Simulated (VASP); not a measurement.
# Ca: single point with r2SCAN

The system is Ca.

```
Ca
1.0
    -2.20203    2.20203    2.20203
     2.20203   -2.20203    2.20203
     2.20203    2.20203   -2.20203
Ca
1
Cartesian
  0.0000 0.0000 0.0000
```

This isn't the form of Ca at room conditions, which is fcc.

| Item | Value |
| --- | --- |
| Program | VASP 6.6.1 |
| Task | single point |
| Functional | r2SCAN |
| Potentials or basis | VASP PAW PBE potentials, release 64 (Ca_sv) |
| Cutoff | 520 eV |
| k mesh | 7 × 7 × 7 |
| Occupations | methfessel-paxton, width 0.15 eV |
| Spin | no spin polarisation |
| Dipole correction | no |
| Further INCAR settings | ALGO = Normal; EDIFF = 1e-07; NBANDS = 11 |

The pressure is 0.4 GPa. The band gap on the k mesh is none (metal or under the smearing width).

Levels at points of the mesh, in eV from the Fermi level:
```tsv
k point	band 2	band 3	band 4	band 5	band 6	band 7	band 8	band 9
(0.00, 0.00, 0.00)	-23.89	-23.89	-23.89	-4.29	2.66	2.66	2.66	3.74
```

Run time: 19 s on 1 thread of Intel(R) Xeon(R) 6975P-C (Granite Rapids), on a shared host, peak memory 0.16 GiB.

Caveat: the PAW data sets were made with another functional, which shifts forces and pressure a little.
